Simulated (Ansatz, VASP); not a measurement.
# InAs: VASP beside Ansatz

Wanted: the spread between two codes on one cell, functional and k mesh. The cell is taken from a series of VASP runs on this material, whose earlier steps may have relaxed, scaled or displaced it; both programs get it as it stands.

Calculated with Ansatz 0.2.0; plane waves, with VASP 6.6.1 beside it; band structure at LDA and band structure at LDA, spin-orbit coupling.

## Step 1: The starting structure

It takes space group F-43m (No. 216, cubic). The conventional cell has a = 6.031 Å, b = 6.031 Å, c = 6.031 Å, α = 90.00°, β = 90.00°, γ = 90.00°. Nearest to In lie 4 As at 2.61 Å. Nearest to As lie 4 In at 2.61 Å. Farther neighbours are not listed.

Structure file:

```cif
data_structure
_symmetry_space_group_name_H-M 'P 1'
_symmetry_Int_Tables_number 1
_cell_length_a 4.2649
_cell_length_b 4.2649
_cell_length_c 4.2649
_cell_angle_alpha 60.000
_cell_angle_beta 60.000
_cell_angle_gamma 60.000
_cell_volume 54.85
loop_
_atom_site_label
_atom_site_type_symbol
_atom_site_fract_x
_atom_site_fract_y
_atom_site_fract_z
_atom_site_occupancy
In1 In 0.00000 0.00000 0.00000 1
As2 As 0.25000 0.25000 0.25000 1
```

## Step 2: VASP: band structure, LDA

A single point gives forces, pressure and levels at one fixed geometry, so differences don't come from the geometry; what else differs is listed under the comparison.

Lines of VASP's logs that name or quote its potential files are left out, and so is its time.

Contents of INCAR:

```
SYSTEM = InAs
PREC = Accurate
ENCUT = 400
EDIFF = 1E-06
NELM = 100
ISMEAR = 0
SIGMA = 0.05
LREAL = .FALSE.
ALGO = Normal
GGA = CA
NBANDS = 21
LORBIT = 11
LWAVE = .FALSE.
LCHARG = .FALSE.
KPAR = 2
```

Contents of POSCAR:

```
InAs
1.0
    0.0000000000      3.0157287988      3.0157287988
    3.0157287988      0.0000000000      3.0157287988
    3.0157287988      3.0157287988      0.0000000000
In As
1 1
Direct
    0.0000000000      0.0000000000      0.0000000000
    0.2500000000      0.2500000000      0.2500000000
```

Contents of KPOINTS:

```
Automatic mesh
0
Gamma
7 7 7
0 0 0
```

Contents of KPOINTS_OPT:

```
Line mode
16
Line-mode
Reciprocal
  0.00000000   0.00000000   0.00000000 GAMMA
  0.50000000   0.00000000   0.50000000 X

  0.50000000   0.00000000   0.50000000 X
  0.50000000   0.25000000   0.75000000 W

  0.50000000   0.25000000   0.75000000 W
  0.37500000   0.37500000   0.75000000 K

  0.37500000   0.37500000   0.75000000 K
  0.00000000   0.00000000   0.00000000 GAMMA

  0.00000000   0.00000000   0.00000000 GAMMA
  0.50000000   0.50000000   0.50000000 L

  0.50000000   0.50000000   0.50000000 L
  0.62500000   0.25000000   0.62500000 U

  0.62500000   0.25000000   0.62500000 U
  0.50000000   0.25000000   0.75000000 W

  0.50000000   0.25000000   0.75000000 W
  0.50000000   0.50000000   0.50000000 L

  0.50000000   0.50000000   0.50000000 L
  0.37500000   0.37500000   0.75000000 K

  0.62500000   0.25000000   0.62500000 U
  0.50000000   0.00000000   0.50000000 X
```

PAW data sets: In_d and As (LDA family, release 64).

The run is started by

```sh
$ mpirun -np 2 vasp_std
```

Numbers of over 12 decimals in the logs are rounded to 6 here.

What it wrote:

```text
[banner, memory and clock lines left out]
running    2 mpi-ranks, on    1 nodes
 distrk:  each k-point on    1 cores,    2 groups
 distr:  one band on    1 cores,    1 groups

 POSCAR found type information on POSCAR InAs
 POSCAR found :  2 types and       2 ions
 LDA part: xc-table for (Slater(with rela. corr.)+CA(PZ))
 , standard interpolation
 POSCAR, INCAR and KPOINTS ok, starting setup
 FFT: planning ... GRIDC
 FFT: planning ... GRID_SOFT
 FFT: planning ... GRID
 WAVECAR not read
 entering main loop
       N       E                     dE             d eps       ncg     rms          rms(c)
DAV:   1     0.118324286846E+03    0.11832E+03   -0.68371E+03   858   0.785E+02
DAV:   2     0.396155700117E+00   -0.11793E+03   -0.11067E+03   908   0.240E+02
DAV:   3    -0.906591589127E+01   -0.94621E+01   -0.93802E+01  1009   0.663E+01
DAV:   4    -0.932703838226E+01   -0.26112E+00   -0.26092E+00  1000   0.110E+01
DAV:   5    -0.933942825826E+01   -0.12390E-01   -0.12389E-01  1162   0.226E+00    0.475E+00
DAV:   6    -0.906428710737E+01    0.27514E+00   -0.26547E-01  1297   0.798E+00    0.258E+00
DAV:   7    -0.902449714805E+01    0.39790E-01   -0.77821E-02  1237   0.218E+00    0.712E-01
DAV:   8    -0.902100586108E+01    0.34913E-02   -0.11018E-02  1085   0.924E-01    0.219E-01
DAV:   9    -0.902093973351E+01    0.66128E-04   -0.65362E-04  1034   0.163E-01    0.139E-01
DAV:  10    -0.902095752417E+01   -0.17791E-04   -0.98801E-05  1137   0.144E-01    0.576E-02
DAV:  11    -0.902096005889E+01   -0.25347E-05   -0.21014E-05  1100   0.682E-02    0.184E-02
DAV:  12    -0.902095916618E+01    0.89271E-06   -0.20584E-06   982   0.132E-02
   1 F= -.90209592E+01 E0= -.90208467E+01  d E =-.224872E-03
 Start KPOINTS_OPT (optional k-point list driver)
k-point batch [1-20\160]
       N       E                     dE             ncg
DAV:   1     0.568318979871E+03   -0.58906E+04      868
DAV:   2    -0.178512603775E+04   -0.23534E+04      903
DAV:   3    -0.198559906947E+04   -0.20047E+03      973
DAV:   4    -0.199116318251E+04   -0.55641E+01     1059
DAV:   5    -0.199142897152E+04   -0.26579E+00     1178
DAV:   6    -0.199143765076E+04   -0.86792E-02     1150
DAV:   7    -0.199143779068E+04   -0.13992E-03     1181
DAV:   8    -0.199143779277E+04   -0.20819E-05      987
DAV:   9    -0.199143779286E+04   -0.89977E-07      665
[...]
k-point batch [141-160\160]
       N       E                     dE             ncg
DAV:   1     0.450650701561E+03   -0.10077E+05      860
DAV:   2    -0.190386533618E+04   -0.23545E+04      911
DAV:   3    -0.210498038905E+04   -0.20112E+03     1082
DAV:   4    -0.211056390855E+04   -0.55835E+01     1064
DAV:   5    -0.211080045808E+04   -0.23655E+00     1193
DAV:   6    -0.211080406126E+04   -0.36032E-02     1078
DAV:   7    -0.211080417356E+04   -0.11230E-03     1212
DAV:   8    -0.211080417442E+04   -0.86281E-06      865
```

Parts of OUTCAR (step 2):

```text
ion  position               nearest neighbor table
   1  0.000  0.000  0.000-   2 2.61   2 2.61   2 2.61   2 2.61
   2  0.250  0.250  0.250-   1 2.61   1 2.61   1 2.61   1 2.61

  LATTYP: Found a face centered cubic cell.
 ALAT       =     6.0314575976

 Subroutine GETGRP returns: Found 24 space group operations
 (whereof 24 operations were pure point group operations)

The static configuration has the point symmetry T_d .

 Found     20 irreducible k-points:

   k-points           NKPTS =     20   k-points in BZ     NKDIM =     20   number of bands    NBANDS=     21

   dimension x,y,z NGX =    28 NGY =   28 NGZ =   28
   dimension x,y,z NGXF=    56 NGYF=   56 NGZF=   56

   ENCUT  =  400.0 eV  29.40 Ry    5.42 a.u.   6.95  6.95  6.95*2*pi/ulx,y,z

   NELECT =      18.0000    total number of electrons

 k-points in reciprocal lattice and weights: Automatic mesh
   0.00000000  0.00000000  0.00000000       0.003
   0.14285714  0.00000000  0.00000000       0.023
   0.28571429  0.00000000  0.00000000       0.023
   0.42857143  0.00000000  0.00000000       0.023
   0.14285714  0.14285714  0.00000000       0.017
   0.28571429  0.14285714  0.00000000       0.070
   0.42857143  0.14285714  0.00000000       0.070
  -0.42857143  0.14285714  0.00000000       0.070
  -0.28571429  0.14285714  0.00000000       0.070
[...]
-0.42857143  0.42857143  0.14285714       0.070
  -0.28571429  0.42857143  0.14285714       0.070

 average (electrostatic) potential at core
       1 -96.0442       2 -53.0361

 E-fermi :   4.4358

 k-point     1 :       0.0000    0.0000    0.0000
  band No.  band energies     occupation
    ...
      6      -7.5444      2.00000
      7       4.0635      2.00000
      8       4.4206      1.33334
      9       4.4206      1.33334
     10       4.4206      1.33333
     11       8.2439      0.00000
     12       8.2439      0.00000
     13       8.2439      0.00000
     14      11.7264      0.00000
     15      14.1564      0.00000
    ...

 k-point     2 :       0.1429    0.0000    0.0000
  band No.  band energies     occupation
    ...
      5      -9.8248      2.00000
      6      -7.3302      2.00000
      7       2.1886      2.00000
      8       4.1705      2.00000
      9       4.1705      2.00000
     10       5.4965      0.00000
     11       8.4786      0.00000
     12       8.5998      0.00000
     13       8.5998      0.00000
     14      12.7234      0.00000
    ...

 k-point     3 :       0.2857    0.0000    0.0000
  band No.  band energies     occupation
    ...
      5      -9.8225      2.00000
      6      -6.7634      2.00000
      7       0.1600      2.00000
      8       3.7294      2.00000
      9       3.7294      2.00000
     10       5.4829      0.00000
     11       9.0327      0.00000
     12       9.0327      0.00000
     13       9.9047      0.00000
     14      12.4768      0.00000
    ...

  Total       -0.0005760     -0.0005760     -0.0005760     -0.0000000     -0.0000000      0.0000000
  in kB       -0.0168251     -0.0168251     -0.0168251     -0.0000000     -0.0000000      0.0000000
  external PRESSURE =      -0.0168251 kB  Pullay stress =       0.0000000 kB

  energy-cutoff  :      400.00
  volume of cell :       54.85
      direct lattice vectors                 reciprocal lattice vectors
     0.000000000  3.015728799  3.015728799    -0.165797402  0.165797402  0.165797402
     3.015728799  0.000000000  3.015728799     0.165797402 -0.165797402  0.165797402
     3.015728799  3.015728799  0.000000000     0.165797402  0.165797402 -0.165797402

 POSITION                                       TOTAL-FORCE (eV/Angst)
 -----------------------------------------------------------------------------------
      0.00000      0.00000      0.00000         0.000000      0.000000      0.000000
      1.50786      1.50786      1.50786        -0.000000     -0.000000     -0.000000
 -----------------------------------------------------------------------------------
    total drift:                               -0.000000     -0.000000     -0.000000

  FREE ENERGIE OF THE ION-ELECTRON SYSTEM (eV)
  ---------------------------------------------------
  free  energy   TOTEN  =        -9.0209591662 eV

  energy  without entropy=       -9.0207342940  energy(sigma->0) =       -9.02084673

 total charge
# of ion       s       p       d       tot
------------------------------------------
    1        0.864   0.752   9.886  11.502
    2        1.228   1.570   0.023   2.821
--------------------------------------------------
tot          2.092   2.322   9.909  14.323

[... 3 further parts left out ...]
```

Spin-orbit coupling is off here; with elements this heavy it splits and shifts levels by tenths of an eV or more.

## Step 3: Ansatz: band structure, LDA

Ansatz runs on its default PAW (the set named soft_2) files.

The same cell, functional (in two slightly different forms), mesh and smearing now go to Ansatz, which takes its cutoff from its data sets.

Contents of input.yaml:

```yaml
crystal:
  lattice:
    - [0.0, 3.0157287988, 3.0157287988]
    - [3.0157287988, 0.0, 3.0157287988]
    - [3.0157287988, 3.0157287988, 0.0]
  atoms:
    - { symbol: In, position: [0.0, 0.0, 0.0] }
    - { symbol: As, position: [0.25, 0.25, 0.25] }
hamiltonian:
  xc: lda
  pseudopotentials: { kind: paw }
kpoints:
  mp_grid: { grid: [7, 7, 7] }
  band_path:
    path:
      - [0.0, 0.0, 0.0]
      - [0.16667, 0.0, 0.16667]
      - [0.33333, 0.0, 0.33333]
      - [0.5, 0.0, 0.5]
      - [0.5, 0.08333, 0.58333]
      - [0.5, 0.18333, 0.68333]
      - [0.5, 0.25, 0.75]
      - [0.45, 0.3, 0.75]
      - [0.40833, 0.34167, 0.75]
      - [0.35, 0.35, 0.7]
      - [0.225, 0.225, 0.45]
      - [0.075, 0.075, 0.15]
      - [0.03333, 0.03333, 0.03333]
      - [0.23333, 0.23333, 0.23333]
      - [0.4, 0.4, 0.4]
      - [0.51667, 0.46667, 0.51667]
      - [0.55833, 0.38333, 0.55833]
      - [0.60833, 0.28333, 0.60833]
      - [0.60833, 0.25, 0.64167]
      - [0.55833, 0.25, 0.69167]
      - [0.51667, 0.25, 0.73333]
      - [0.5, 0.3, 0.7]
      - [0.5, 0.38333, 0.61667]
      - [0.5, 0.48333, 0.51667]
      - [0.475, 0.475, 0.55]
      - [0.425, 0.425, 0.65]
      - [0.38333, 0.38333, 0.73333]
      - [0.59167, 0.18333, 0.59167]
      - [0.55, 0.1, 0.55]
      - [0.5, 0.0, 0.5]
    npoints: 1
scf:
  occupations: { method: gaussian, width: 0.05 }
  n_extra_bands: 7
output:
  forces: true
  stress: true
  eigenvalues: true
  write_density: true
  write_potential: true
  elf: true
  volumetric_format: npy
```

The run is started by

```sh
$ ansatz run input.yaml --threads 2 --pin off --max-ram 4608MiB --backend cpu --events-out ev --progress --plain --runs-dir out
```

What it wrote:

```text
scf.n_extra_bands = 7 over 14 filled bands (N_el = 28.0): the run solves 21 bands
Engine: ansatz 0.2.0, aarch64-unknown-linux-gnu
Pseudopotentials: kind: paw
Pseudopotential: In, paw, valence charge 13, recommended cutoff 420 eV (normal), In.paw.azcp
Pseudopotential: As, paw, valence charge 15, recommended cutoff 420 eV (normal), As.paw.azcp
Functional definition: SPW92
  exchange = slater_x
  correlation = pw_c
Crystal: 2 atoms, lattice volume = 54.854 Å³
Basis set: ecut = 420 eV, 1067 PW (Γ)
Bands: 21, of which v1, the nominal top of the filled ones, is band 14 counted from 1 (13 counted from 0)
Symmetry: 24 space group operations
Space group: F-43m (ITA 216), of the structure as read, at distance tolerance 3.8e-5 Å
k-points: 20 of 343 (time reversal used)
Non-local potential: In, projectors of the file, l = 0: 2, l = 1: 2, l = 2: 2, l = 3: 2
Non-local potential: As, projectors of the file, l = 0: 2, l = 1: 2, l = 2: 3, l = 3: 1
PAW form: soft (Blöchl's): semilocal exchange-correlation on the pseudo side does not see the compensation charge
PAW frozen core: In, regenerated for the run's functional, and the local potential with it (the file was generated under x = pbe(κ = 0.804, μ = 0.219515), c = pbe(β = 0.066725))
PAW frozen core: As, regenerated for the run's functional, and the local potential with it (the file was generated under x = pbe(κ = 0.804, μ = 0.219515), c = pbe(β = 0.066725))
PAW one-centre angular grid: In, 590 points (default); XC on 64 Gauss nodes
PAW one-centre angular grid: As, 590 points (default); XC on 64 Gauss nodes
Initial density: superposition of atomic densities (neutral atoms: chi_scale 0, normalization atom), corrected by the library's trained network
Initial wavefunctions: pseudopotential atomic-orbital guess
Functional: x = slater, c = lda
SCF iter   1: F=—  HF=-10231.244914 eV  |F-HF|=—  |Δ(HF+E_count)|=         —  Δρ=6.85e-3  dr2=2.06e-2  ethr=1.77e-3  ⟨swp⟩=6.0  Hψ=2121  notcnv=0
preconditioner: auto → none  [insulator: Δε(μ)=0.784 eV  Ē_g=16.886 eV  σ=0.050 eV  W_gap=0.67  n_scr=14 (ndim 8)  ℏωp=21.3 eV  f_vac=0.105  D(μ)=0.18/eV (n_scr^D=0)  ε∞_Penn≈2.6]
SCF iter   2: F=—  HF=-10231.237223 eV  |F-HF|=—  |Δ(HF+E_count)|=   7.69e-3  Δρ=2.44e-3  dr2=1.50e-3  ethr=7.35e-5  ⟨swp⟩=3.0  Hψ=846  notcnv=0  defer=48
SCF iter   3: F=—  HF=-10231.237006 eV  |F-HF|=—  |Δ(HF+E_count)|=   2.17e-4  Δρ=7.06e-4  dr2=2.04e-4  ethr=5.35e-6  ⟨swp⟩=3.0  Hψ=753  notcnv=0  defer=48
SCF iter   4: F=—  HF=-10231.236965 eV  |F-HF|=—  |Δ(HF+E_count)|=   4.07e-5  Δρ=2.46e-4  dr2=1.93e-5  ethr=7.28e-7  ⟨swp⟩=3.0  Hψ=649  notcnv=0  defer=48
SCF iter   5: F=—  HF=-10231.236961 eV  |F-HF|=—  |Δ(HF+E_count)|=   4.18e-6  Δρ=1.73e-5  dr2=1.46e-7  ethr=6.88e-8  ⟨swp⟩=3.0  Hψ=562  notcnv=0  defer=48
SCF iter   6: F=-10231.236961 eV  HF=-10231.236961 eV  |F-HF|=3.64e-11  |Δ(HF+E_count)|=   1.38e-8  Δρ=3.36e-6  dr2=5.67e-9  ethr=3.57e-10  ⟨swp⟩=11.2  Hψ=2683  notcnv=0
SCF 1 converged in 6 iterations: F = -10231.236961 eV  dr2 = 5.67e-9
  greatest PAW one-centre occupation: 0.999 electrons in one spin orbital (limit 2), on the As atom at site 1 (counted from 0), in its partial waves of l = 2
NSCF: frozen V_eff on 30 k-points
SCF converged after 6 iterations
Free energy (F): -10231.236961 eV
Harris-Foulkes:  -10231.236961 eV  (|F-HF|=3.64e-11)
Internal energy: -10231.236736 eV  (E = F + TS)
E sigma→0 (E₀):  -10231.236849 eV
Entropy (-TS):   -0.000225 eV (-0.112 meV/atom)
Fermi energy:    7.655958 eV
--- Per-component energies (eV) ---
  E_band       = -319.648959
  E_kinetic    = 348.446572
  E_local      = -3275.226376  (includes V_loc(G=0)·N_el)
  E_nonlocal   = -294.997467
  E_hartree    = 1580.221700
  E_xc         = -292.557330
  E_vxc        = -180.800737  (∫ρ·V_xc dr)
  E_paw        = -5769.780487  (= ΣΔE_a)
  E_vpaw       = -77.516165  (= ΣTr[D̂ρ^β])
  E_aug_tail   = 0.000036  (compensation charges beyond the density's cutoff)
  E_ewald      = -2529.703150
  E_core_change = 2.359766  (= ΣΔE_core)
  E_smearing   = -0.000225  (= −TS)
  E_closure    = -0.000000  (closes the sum)
  Σ components = -10231.236961   (vs F -10231.236961, Δ=0.00e0)
--- Forces (eV/Å), atoms counted from 1 ---
  atom   1  In     0.00000000    -0.00000000     0.00000000
  atom   2  As    -0.00000000     0.00000000     0.00000000
  max |Σ_I F_I| component: 2.20e-16 eV/Å
--- Stress (GPa, compression-positive) ---
       -0.132639       0.000000      -0.000000
       -0.000000      -0.132639       0.000000
        0.000000       0.000000      -0.132639
  P = ⅓ Tr σ = -0.1326 GPa (-1.326 kbar)
--- Band table (eV; the first three rows and the last of 20) ---
  k-point 0: bands = [... 10 lower, -4.3479, 7.2370, 7.6407, 7.6407, 7.6407, 11.4756, 11.4756, 11.4756, ... 3 higher]
  k-point 1: bands = [... 10 lower, -4.1335, 5.3902, 7.3915, 7.3915, 8.6941, 11.7027, 11.8312, 11.8312, ... 3 higher]
  k-point 2: bands = [... 10 lower, -3.5675, 3.3699, 6.9514, 6.9514, 8.6827, 12.2650, 12.2650, 13.1220, ... 3 higher]
  k-point 19: bands = [... 10 lower, -2.2994, 1.8548, 4.3496, 5.2342, 10.7490, 12.2081, 13.0879, 14.1045, ... 3 higher]
```

Run time: 4 s. Hardware: 2 threads of Arm Neoverse N1, shared host; peak memory 0.3 GiB.

## Step 4: Differences

Known differences besides the potentials themselves: the two LDA forms differ slightly; the data sets hold 28 valence electrons in Ansatz (default PAW (the set named soft_2) files) and 18 in VASP; the cutoff is 420 eV in Ansatz and 400 eV in VASP; VASP's log shows a relativistic correction to its local exchange, Ansatz's none. Total energies have different zeros and are not compared.

Compared:

```tsv
quantity	Ansatz	VASP	difference
pressure (GPa)	-0.13	0.00	-0.13
```

Levels from 3 eV below to 2 eV above the Fermi level differ by 11 meV r.m.s. and 47 meV at most; each VASP level is matched to the nearest of Ansatz, which flatters the figure a little. Ansatz's pressure holds a Pulay correction of 0.03 GPa; VASP's holds none.

## Step 5: Other set-ups

Further runs change the set-up of one program: Ansatz's method, potentials or start, or VASP's data sets, cutoff or form of LDA. The table gives Ansatz less VASP for each quantity, since a change that brings one quantity closer may part another.

```tsv
run	pressure (GPa)
as above	-0.13
Ansatz's all-electron LAPW method	-0.12
```

## Step 6: Ansatz: band structure, LDA, spin-orbit coupling

A single point gives forces, pressure and levels at one fixed geometry, so differences don't come from the geometry; what else differs is listed under the comparison.

The cell is taken from a series of VASP runs on this material, whose earlier steps may have relaxed, scaled or displaced it; both programs get it as it stands.

input.yaml: that of step 3 with these lines changed.

```diff
@@ -10,5 +10,8 @@
   xc: lda
-  pseudopotentials: { kind: paw }
+  pseudopotentials: { kind: paw_fr }
+magnetization:
+  noncollinear: true
+  spin_orbit: true
 kpoints:
-  mp_grid: { grid: [7, 7, 7] }
+  mp_grid: { grid: [5, 5, 5] }
   band_path:
@@ -48,3 +51,3 @@
   occupations: { method: gaussian, width: 0.05 }
-  n_extra_bands: 7
+  n_extra_bands: 14
 output:
@@ -53,5 +56 @@
   eigenvalues: true
-  write_density: true
-  write_potential: true
-  elf: true
-  volumetric_format: npy
```

What it wrote:

```text
[...]
non-collinear run that drives no moment, with spin-orbit: no starting moment large enough to seed its density (crystal.atoms[].spin), no starting occupations that ask for one, no magnetisation constraint and no magnetic field, so the semilocal B_xc is pinned to zero
Crystal: 2 atoms, lattice volume = 54.854 Å³
Basis set: ecut = 420 eV, 1067 PW (Γ)
[...]
k-point 1: bands = [... 24 lower, 7.0918, 7.0918, 7.3405, 7.3528, 8.7839, 8.7839, 11.8705, 11.8705, ... 10 higher]
  k-point 2: bands = [... 24 lower, 6.5780, 6.5780, 6.8377, 6.8443, 8.5054, 8.5054, 12.1807, 12.1807, ... 10 higher]
  k-point 9: bands = [... 24 lower, 4.5333, 4.5396, 5.3293, 5.3644, 11.1983, 11.2945, 11.3464, 11.3923, ... 10 higher]
[key lines of the parts left out:]
SCF converged after 9 iterations
Magnetization: |M| = 0.0000 μB,  M = (+0.0000, +0.0000, +0.0000) μB
Free energy (F): -10233.159436 eV
Fermi energy:    7.772255 eV
P = ⅓ Tr σ = -0.0324 GPa (-0.324 kbar)
```

It took 14 s on 2 threads; peak memory 0.46 GiB.

[end of part 1 of 2]

[Lines on the potential files, build, host, timing and source positions are cut from VASP's logs without a mark.]

[Logs are printed without paths, hosts, clocks, repeated set-up lines and the standing remarks that a program may print on its own settings, such as how far it seeks lower states.]

[Hosts, paths, dates, database ids (printed as entryN), source tags and the programs' standing remarks are cut or masked in the printed files.]
